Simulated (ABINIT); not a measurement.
# Ta (Im-3m) in ABINIT: reference runs, part 2 of 2

ABINIT 10.8.3 (patched build). The steps go on from the part before.

### Step 3. Single point, PBE (cell strained at random at fixed volume)

Input file run.abi:

```
pp_dirpath "./"
pseudos "Ta.GGA_PBE-JTH.xml"

acell 3*1.0
rprim
    -3.0627433809     3.1268315527     3.0788173913
     3.2083789041    -3.0730159321     3.1706372940
     3.0659596947     3.0762322459    -3.0250017707
ntypat 1
znucl 73
natom 1
typat 1
xred
     0.0019110000    -0.0235750000    -0.0041030000
chkprim 0
chksymtnons 0
tolsym 1.0e-6

ecut 19.0
pawecutdg 38.0

kptopt 1
ngkpt 11 11 11
nshiftk 1
shiftk 0.0 0.0 0.0

ixc 11

nband 11
occopt 3
tsmear 0.00183747

nstep 100
tolvrs 1.0e-9

iomode 3
prtwf 0
prtden 0
prteig 0
prtebands 0
```

Potentials or basis: JTH PAW PBE v2.0.

The run is started by

```bash
abinit run.abi > log 2>&1
```

run.abo:

```text
.Version 10.8.3 of ABINIT
 Symmetries : space group P-1 (#  2); Bravais aP (primitive triclinic)
================================================================================
 Values of the parameters that define the memory need of the present run
     intxc =       0    ionmov =       0      iscf =      17    lmnmax =      18
     lnmax =       6     mgfft =      24  mpssoang =       3    mqgrid =    3001
     natom =       1  nloc_mem =       2    nspden =       1   nspinor =       1
    nsppol =       1      nsym =       2    n1xccc =       1    ntypat =       1
    occopt =       3   xclevel =       2
       mpw =         492          nfft =       13824          nkpt =         666
 PAW method is used; the additional fine FFT grid is defined by:
   mgfftf=        32    nfftf =     28800
================================================================================
================================================================================

--------------------------------------------------------------------------------
------------- Echo of variables that govern the present computation ------------
--------------------------------------------------------------------------------
 -outvars: echo values of preprocessed input variables --------
            acell      1.0000000000E+00  1.0000000000E+00  1.0000000000E+00 Bohr
              amu      1.80947900E+02
          chkprim           0
      chksymtnons           0
             ecut      1.90000000E+01 Hartree
                       outvar_i_n : Printing only first  50 k-points.
              ixc          11
                       outvar_i_n : Printing only first  50 k-points.
         kptrlatt       11    0    0      0   11    0      0    0   11
          kptrlen      5.82210261E+01
            natom           1
            nband          11
            ngfft          24      24      24
          ngfftdg          30      32      30
             nkpt         666
            nstep         100
             nsym           2
           ntypat           1
                       prtocc : prtvol=0, do not print more k-points.
           occopt           3
        pawecutdg      3.80000000E+01 Hartree
         pawxcdev           0
           prtden           0
        prtebands           0
           prteig           0
            prtwf           0
            rprim     -3.0627433809E+00  3.1268315527E+00  3.0788173913E+00
                       3.2083789041E+00 -3.0730159321E+00  3.1706372940E+00
                       3.0659596947E+00  3.0762322459E+00 -3.0250017707E+00
          spgroup           2
           tolsym      1.00000000E-06
           tolvrs      1.00000000E-09
           tsmear      1.83747000E-03 Hartree
            typat      1
           useylm           1
                       outvars : Printing only first  50 k-points.
           xangst     -4.9779736123E-02  3.4819831239E-02 -2.9873414529E-02
            xcart     -9.4070067892E-02  6.5799944792E-02 -5.6452571906E-02
             xred      1.9110000000E-03 -2.3575000000E-02 -4.1030000000E-03
            znucl       73.00000

================================================================================

 chkinp: Checking input parameters for consistency.

================================================================================
== DATASET  1 ==================================================================

--- !DatasetInfo
iteration_state: {dtset: 1, }
dimensions: {natom: 1, nkpt: 666, mband: 11, nsppol: 1, nspinor: 1, nspden: 1, mpw: 492, }
cutoff_energies: {ecut:  19.0, pawecutdg:  38.0, }
electrons: {nelect:   1.30000000E+01, charge:   0.00000000E+00, occopt:   3.00000000E+00, tsmear:   1.83747000E-03, }
meta: {optdriver: 0, ionmov: 0, optcell: 0, iscf: 17, paral_kgb: 0, }
...

 Exchange-correlation functional for the present dataset will be:
  GGA: Perdew-Burke-Ernzerhof functional - ixc=11
  J.P.Perdew, K.Burke, M.Ernzerhof, PRL 77, 3865 (1996)

 Real(R)+Recip(G) space primitive vectors, cartesian coordinates (Bohr,Bohr^-1):
[... 69 lines left out ...]
lattice_lengths: [   5.35132,    5.45803,    5.29282, ]
lattice_angles: [108.586, 108.708, 109.341, ] # degrees, (23, 13, 12)
lattice_volume:   1.2153990E+02
convergence: {deltae:  8.754E-12, res2:  1.683E-10, residm:  3.668E-04, diffor: null, }
etotal    :  -5.89704597E+01
entropy   :   0.00000000E+00
fermie    :   3.98055410E-02
cartesian_stress_tensor: # hartree/bohr^3
- [ -7.46143970E-05,   7.87213575E-06,   1.51588989E-04, ]
- [  7.87213575E-06,  -1.19387105E-04,   5.05203318E-05, ]
- [  1.51588989E-04,   5.05203318E-05,  -9.09291043E-05, ]
pressure_GPa:   2.7943E+00
xred      :
- [  1.9110E-03,  -2.3575E-02,  -4.1030E-03, Ta]
cartesian_forces: # hartree/bohr
- [ -0.00000000E+00,  -0.00000000E+00,  -0.00000000E+00, ]
force_length_stats: {min:   0.00000000E+00, max:   0.00000000E+00, mean:   0.00000000E+00, }
...

 Integrated electronic density in atomic spheres:
 ------------------------------------------------
 Atom  Sphere_radius  Integrated_density
    1        2.41973         10.64181791

================================================================================

 ----iterations are completed or convergence reached----

 Mean square residual over all n,k,spin=   38.803E-08; max=  36.677E-05
 reduced coordinates (array xred) for    1 atoms
       0.001911000000     -0.023575000000     -0.004103000000
 rms dE/dt=  0.0000E+00; max dE/dt=  0.0000E+00; dE/dt below (all hartree)
    1       0.000000000000      0.000000000000      0.000000000000

 cartesian coordinates (angstrom) at end:
    1     -0.04977973612299     0.03481983123874    -0.02987341452930

 cartesian forces (hartree/bohr) at end:
    1     -0.00000000000000    -0.00000000000000    -0.00000000000000
 frms,max,avg= 0.0000000E+00 0.0000000E+00   0.000E+00  0.000E+00  0.000E+00 h/b

 cartesian forces (eV/Angstrom) at end:
    1     -0.00000000000000    -0.00000000000000    -0.00000000000000
 frms,max,avg= 0.0000000E+00 0.0000000E+00   0.000E+00  0.000E+00  0.000E+00 e/A
 length scales=  1.000000000000  1.000000000000  1.000000000000 bohr
              =  0.529177210544  0.529177210544  0.529177210544 angstroms
 Fermi (or HOMO) energy (hartree) =   0.03981   Average Vxc (hartree)=  -0.46168
 Eigenvalues (hartree) for nkpt= 666  k points:
 kpt#   1, nband= 11, wtk=  0.00075, kpt=  0.0000  0.0000  0.0000 (reduced coord)
  -2.42771   -1.17771   -1.17484   -1.17207   -0.25085    0.05361    0.06248    0.08341
   0.18769    0.19194    0.57163
      occupation numbers for kpt#   1
   2.00000    2.00000    2.00000    2.00000    2.00000    0.00109    0.00001    0.00000
   0.00000    0.00000    0.00000
 prteigrs : prtvol=0 or 1, do not print more k-points.

--- !EnergyTerms
iteration_state     : {dtset: 1, }
comment             : Components of total free energy in Hartree
kinetic             :  6.01461305423986E+00
hartree             :  7.82249763047411E+00
xc                  : -8.16752585777547E+00
Ewald energy        : -4.92611936493050E+01
psp_core            :  8.22625966323650E+00
local_psp           : -7.37564987116841E+00
PAW spherical_terms : -1.62290596969790E+01
internal            : -5.89700587272774E+01
'-kT*entropy'       : -3.92049980452233E-04
total_energy        : -5.89704507772579E+01
total_energy_eV     : -1.60466771319957E+03
...

--- !EnergyTermsDC
iteration_state     : {dtset: 1, }
comment             : '"Double-counting" decomposition of free energy'
band_energy         : -1.21965327575906E+01
Ewald energy        : -4.92611936493050E+01
psp_core            :  8.22625966323650E+00
xc_dc               : -1.19727060057584E+01
PAW spherical_terms :  6.23410509446776E+00
internal            : -5.89700676549497E+01
'-kT*entropy'       : -3.92049980452233E-04
total_energy_dc     : -5.89704597049302E+01
total_energy_dc_eV  : -1.60466795613391E+03
...

--- !EnergyTermsWithPAWCore
iteration_state     : {dtset: 1, }
comment             : 'Components of total free energy, including PAW core contributions'
Total energy        : -1.56049159515271E+04
Total energy DC     : -1.56049159604548E+04
Total energy (eV)   : -4.24631395293075E+05
Total energy DC (eV): -4.24631395536010E+05
...

 Cartesian components of stress tensor (hartree/bohr^3)
  sigma(1 1)= -7.46143970E-05  sigma(3 2)=  5.05203318E-05
  sigma(2 2)= -1.19387105E-04  sigma(3 1)=  1.51588989E-04
  sigma(3 3)= -9.09291043E-05  sigma(2 1)=  7.87213575E-06

-Cartesian components of stress tensor (GPa)         [Pressure=  2.7943E+00 GPa]
- sigma(1 1)= -2.19523135E+00  sigma(3 2)=  1.48635948E+00
- sigma(2 2)= -3.51248990E+00  sigma(3 1)=  4.45990202E+00
- sigma(3 3)= -2.67522661E+00  sigma(2 1)=  2.31606230E-01

== END DATASET(S) ==============================================================
================================================================================

 -outvars: echo values of variables after computation  --------
            acell      1.0000000000E+00  1.0000000000E+00  1.0000000000E+00 Bohr
           etotal     -5.8970459705E+01
            fcart     -0.0000000000E+00 -0.0000000000E+00 -0.0000000000E+00
            rprim     -3.0627433809E+00  3.1268315527E+00  3.0788173913E+00
                       3.2083789041E+00 -3.0730159321E+00  3.1706372940E+00
                       3.0659596947E+00  3.0762322459E+00 -3.0250017707E+00
           strten     -7.4614397013E-05 -1.1938710503E-04 -9.0929104271E-05
                       5.0520331805E-05  1.5158898855E-04  7.8721357482E-06
           xangst     -4.9779736123E-02  3.4819831239E-02 -2.9873414529E-02
             xred      1.9110000000E-03 -2.3575000000E-02 -4.1030000000E-03
 Calculation completed.
```

Wall time 80 s (1 thread of Intel Xeon Platinum 8488C (Sapphire Rapids), shared host); peak memory 0.22 GiB.

Results:

* Free energy: -1604.6680 eV
* Pressure: 2.8 GPa
* Band gap on the k mesh: none (metal or under the smearing width)
* Valence electrons inside the program's atomic spheres: Ta 10.64 (radii [1.2805] Å)

Levels at points of the mesh, in eV from the Fermi level:
```
           k point  band 3  band 4  band 5  band 6  band 7  band 8  band 9  band 10  band 11
(0.00, 0.00, 0.00)  -33.05  -32.98   -7.91    0.38    0.62    1.19    4.02     4.14    14.47
```

The run has no spin-orbit coupling, so splittings on Ta are missing.

### Step 4. Equation of state, PBE

Input file run.abi:

```
# Datasets: one volume each
ndtset 7
getwfk -1
scalecart1 3*0.9795861087
scalecart2 3*0.9864848297
scalecart3 3*0.9932883884
scalecart4 3*1.0000000000
scalecart5 3*1.0066227096
scalecart6 3*1.0131594038
scalecart7 3*1.0196128224

# Pseudopotentials
pp_dirpath "./"
pseudos "Ta.GGA_PBE-JTH.xml"

# Structure
acell 3*1.0 Angstrom
rprim
    -1.6512800000     1.6512800000     1.6512800000
     1.6512800000    -1.6512800000     1.6512800000
     1.6512800000     1.6512800000    -1.6512800000
ntypat 1
znucl 73
natom 1
typat 1
xred
     0.0000000000     0.0000000000     0.0000000000

# Plane-wave basis
ecut 19.0
pawecutdg 38.0

# k points
kptopt 1
ngkpt 11 11 11
nshiftk 1
shiftk 0.0 0.0 0.0

# Exchange and correlation
ixc 11

# Bands and occupations
nband 11
occopt 3
tsmear 0.05 eV

# SCF cycle
nstep 100
tolvrs 1.0e-9

# Output
iomode 3
prtwf 1
prtden 0
prteig 0
prtebands 0
enunit 2
```

Potentials or basis: JTH PAW PBE v2.0.

The run is started by

```bash
abinit run.abi > log 2>&1
```

run.abo:

```text
.Version 10.8.3 of ABINIT
 DATASET    1 : space group Im -3 m (#229); Bravais cI (body-center cubic)
================================================================================
 Values of the parameters that define the memory need for DATASET  1.
     intxc =       0    ionmov =       0      iscf =      17    lmnmax =      18
     lnmax =       6     mgfft =      24  mpssoang =       3    mqgrid =    3001
     natom =       1  nloc_mem =       2    nspden =       1   nspinor =       1
    nsppol =       1      nsym =      48    n1xccc =       1    ntypat =       1
    occopt =       3   xclevel =       2
       mpw =         470          nfft =       13824          nkpt =          56
 PAW method is used; the additional fine FFT grid is defined by:
   mgfftf=        30    nfftf =     27000
================================================================================
================================================================================
[... 71 lines left out ...]
 DATASET    7 : space group Im -3 m (#229); Bravais cI (body-center cubic)
================================================================================
 Values of the parameters that define the memory need for DATASET  7.
     intxc =       0    ionmov =       0      iscf =      17    lmnmax =      18
     lnmax =       6     mgfft =      24  mpssoang =       3    mqgrid =    3001
     natom =       1  nloc_mem =       2    nspden =       1   nspinor =       1
    nsppol =       1      nsym =      48    n1xccc =       1    ntypat =       1
    occopt =       3   xclevel =       2
       mpw =         525          nfft =       13824          nkpt =          56
 PAW method is used; the additional fine FFT grid is defined by:
[... 1409 lines left out ...]

 -outvars: echo values of variables after computation  --------
            acell      1.8897261259E+00  1.8897261259E+00  1.8897261259E+00 Bohr
           etotal1    -5.8968600227E+01
           etotal2    -5.8969793904E+01
           etotal3    -5.8970573083E+01
           etotal4    -5.8970973201E+01
           etotal5    -5.8971029107E+01
           etotal6    -5.8970782550E+01
           etotal7    -5.8970254712E+01
            fcart1    -0.0000000000E+00 -0.0000000000E+00 -0.0000000000E+00
            fcart2    -0.0000000000E+00 -0.0000000000E+00 -0.0000000000E+00
            fcart3    -0.0000000000E+00 -0.0000000000E+00 -0.0000000000E+00
            fcart4    -0.0000000000E+00 -0.0000000000E+00 -0.0000000000E+00
            fcart5    -0.0000000000E+00 -0.0000000000E+00 -0.0000000000E+00
            fcart6    -0.0000000000E+00 -0.0000000000E+00 -0.0000000000E+00
            fcart7    -0.0000000000E+00 -0.0000000000E+00 -0.0000000000E+00
            rprim1    -1.6175709496E+00  1.6175709496E+00  1.6175709496E+00
                       1.6175709496E+00 -1.6175709496E+00  1.6175709496E+00
                       1.6175709496E+00  1.6175709496E+00 -1.6175709496E+00
[... 17 lines left out ...]
                       1.6836662614E+00  1.6836662614E+00 -1.6836662614E+00
           strten1    -5.7417734153E-04 -5.7417734153E-04 -5.7417734153E-04
                       0.0000000000E+00  0.0000000000E+00  0.0000000000E+00
           strten2    -3.9311330071E-04 -3.9311330071E-04 -3.9311330071E-04
                       0.0000000000E+00  0.0000000000E+00  0.0000000000E+00
           strten3    -2.3053958987E-04 -2.3053958987E-04 -2.3053958987E-04
                       0.0000000000E+00  0.0000000000E+00  0.0000000000E+00
           strten4    -8.2359760552E-05 -8.2359760552E-05 -8.2359760552E-05
                       0.0000000000E+00  0.0000000000E+00  0.0000000000E+00
           strten5     4.9152033212E-05  4.9152033212E-05  4.9152033212E-05
                       0.0000000000E+00  0.0000000000E+00  0.0000000000E+00
           strten6     1.6923853416E-04  1.6923853416E-04  1.6923853416E-04
                       0.0000000000E+00  0.0000000000E+00  0.0000000000E+00
           strten7     2.7990133830E-04  2.7990133830E-04  2.7990133830E-04
                       0.0000000000E+00  0.0000000000E+00  0.0000000000E+00
 Calculation completed.
```

It took 44 s on 1 thread of Intel Xeon Platinum 8488C (Sapphire Rapids), shared host; peak memory 0.13 GiB.

What came out:

- Equilibrium volume: 18.26 Å³/atom
- Bulk modulus: 195 GPa
- Pressure derivative of the bulk modulus: 4.1

Energy against volume, from the lowest point:
| volume (Å³/atom) | energy (meV/atom) |
| --- | --- |
| 16.930 | 66.09 |
| 17.290 | 33.61 |
| 17.650 | 12.41 |
| 18.010 | 1.52 |
| 18.371 | 0.00 |
| 18.731 | 6.71 |
| 19.091 | 21.07 |

Caveat: pressures at fixed basis lie under the slope of the energies.

### Step 5. Overview

| task | cell | gap on the mesh (eV) | pressure (GPa) |
| --- | --- | --- | --- |
| single point | as given | none | 2.4 |
| single point | cell strained at random at fixed volume | none | 2.8 |
| equation of state | as given | - | - |

Alike in all rows: level PBE; potentials or basis JTH PAW PBE v2.0; no spin polarisation; k mesh 11 × 11 × 11; cutoff (eV) 517; smearing fermi-dirac 0.05 eV.

Caveats: pressures at fixed basis lie under the slope of the energies (some runs).

Absolute energies hang on the potentials; compare differences alone.

### Step 6. Comparison with measurements

Step 4. Measured bulk modulus of Ta: 194 GPa (quoted in “Pressure effects on the electronic structure and superconductivity of (TaNb)0.67(HfZrTi)0.33 high entropy alloy”, 2019, arxiv:1910.08312). This calculation gives 195 GPa (+0.5 %). The fit is for a static lattice scaled at fixed shape and fixed fractional positions.
